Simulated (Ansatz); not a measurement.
# Co (P6_3/mmc): magnetic orders compared

An exercise on one series of results from a longer session: the logs are not shown, and one member is left open.

Method: DFT PBE, scalar-relativistic, plane waves, PAW, in Ansatz 0.2.0.

## The structure to begin with

It takes space group P6_3/mmc (No. 194, hexagonal). The conventional cell has a = 2.494 Å, b = 2.494 Å, c = 4.030 Å, α = 90.00°, β = 90.00°, γ = 120.00°. Co (site symmetry -6m2) is surrounded by 12 Co at 2.48 to 2.49 Å.

As a file:

```cif
data_structure
_symmetry_space_group_name_H-M 'P 1'
_symmetry_Int_Tables_number 1
_cell_length_a 2.4937
_cell_length_b 2.4937
_cell_length_c 4.0301
_cell_angle_alpha 90.000
_cell_angle_beta 90.000
_cell_angle_gamma 120.000
_cell_volume 21.70
loop_
_atom_site_label
_atom_site_type_symbol
_atom_site_fract_x
_atom_site_fract_y
_atom_site_fract_z
_atom_site_occupancy
Co1 Co 0.33333 0.66667 0.25000 1
Co2 Co 0.66667 0.33333 0.75000 1
```

An earlier run at PBE left this cell at 10.852 Å³/atom and -0.02 GPa (20×20×12 mesh).

Set-up of the first run:

input.yaml

```yaml
crystal:
  lattice:
    - [2.4937131651, 0.0, 0.0]
    - [-1.2468565826, 2.1596189507, 0.0]
    - [0.0, 0.0, 4.030090182]
  atoms:
    - { symbol: Co, position: [0.3333333333, 0.6666666667, 0.25], spin: 1.5 }
    - { symbol: Co, position: [0.6666666667, 0.3333333333, 0.75], spin: -1.5 }
basis:
  ecutwfc: 420
  ecutrho_ratio: 4
kpoints:
  mp_grid: { grid: [20, 20, 12] }
hamiltonian:
  xc: pbe
scf:
  occupations: { method: gaussian, width: 0.05 }
  lower_state_search: "off"
output:
  forces: true
  stress: true
  eigenvalues: true
  populations: true
magnetization:
  spin_polarized: true
```

Launch:

```sh
$ ansatz run input.yaml --threads 1 --pin off --max-ram 2560MiB --backend cpu --events-out ev --progress --plain --runs-dir out
```

Among the steps run: Antiferromagnetic, in the cell as typed; Ferromagnetic, larger cell; Antiferromagnetic, propagation vector (0, 0, 1/2); Antiferromagnetic, propagation vector (0, 1/2, 0); No spin polarisation.

One of the session's tables, all rows but one given; the rest of the session is left out.

| order | above the lowest (meV/atom) | largest moment (μB) | pressure (GPa) |
| --- | --- | --- | --- |
| ferromagnetic | ? | ? | ? |
| antiferromagnetic, in the cell as typed | 231.8 | 0.94 | -6.7 |
| antiferromagnetic, propagation vector (0, 0, 1/2) | 120.8 | 1.51 | -1.2 |
| antiferromagnetic, propagation vector (0, 1/2, 0) | 238.4 | 0.00 | -11.3 |
| no spin polarisation | 238.7 | 0.00 | -11.3 |

**Question.** Estimate the row for ferromagnetic.

**Answer.** above the lowest (meV/atom): 0.0; largest moment (μB): 1.68; pressure (GPa): 0.0. In the column «above the lowest (meV/atom)» it is the lowest.

The first row is the run of the earlier session that started with parallel moments (-5126.1522 eV/atom). A larger cell is measured against the parallel state in that same cell where that was run, so that mesh errors cancel.

Caveats from the session: Where the order wasn't kept, moments died or turned during the run, so that row belongs to another state than the one started. Only these orders were tried, at zero temperature; the one found in experiment may not be among them. Warnings in the runs' records: negative dielectric reading, seeded moment not kept.
